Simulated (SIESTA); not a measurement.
# Te2Pt (Moncheite) under changes of volume

One of the cells (24.143 Å³/atom); the others are scaled copies at fixed shape and fractional positions:

```
Pt Te
1.0
     4.01000    0.00000    0.00000
    -2.00500    3.47276    0.00000
     0.00000    0.00000    5.20100
Pt Te
1 2
Direct
  0.00000 0.00000 0.00000
  0.66667 0.33333 0.75000
  0.33333 0.66667 0.25000
```

```yaml
Program: SIESTA 5.4.2
Functional: LDA
Potentials_or_basis: PseudoDojo 0.4 standard (LDA files)
Basis: DZP (energy shift 0.003 Ry; two zetas on semicore shells)
Grid_cutoff: 800 Ry
Energy_shift: 0.003 Ry
k_mesh: 8 × 8 × 5
Occupations: fermi-dirac, width 0.05 eV
Spin: no spin polarisation
```

```tsv
volume (Å³/atom)	energy over the lowest point (meV/atom)	pressure (GPa)	largest force (eV/Å)
22.694	?	?	?
23.177	62.96	11.1	1.785
23.660	34.56	7.8	1.464
24.143	15.20	5.0	1.169
24.626	4.00	2.5	0.897
25.108	0.00	0.2	0.646
25.591	2.49	-1.8	0.418
```

What does the run at 22.694 Å³/atom give?

Energy over the lowest point 101.56 meV/atom; pressure 14.7 GPa; largest force 2.135 eV/Å.

Worked out: A Birch-Murnaghan fit of order 3 (a polynomial in V^(-2/3)) to the other rows has its minimum at 25.16 Å³/atom with B0 = V·E''(V) = 111 GPa and B' = 4.8 at fixed shape and positions, which overstates the stiffness. It gives 101.54 meV/atom at 22.694 Å³/atom, against the run's 101.56, and -dE/dV = 14.6 GPa, against 14.7.

Energies are extrapolated to zero smearing.

Caveats: short orbitals over semicore shells can move pressures by several GPa; the basis of atomic orbitals isn't converged, which shifts pressures, moduli and gaps; forces of over 1 eV/Å show positions far from the minimum, so gaps and moduli don't describe the material at rest (some runs).
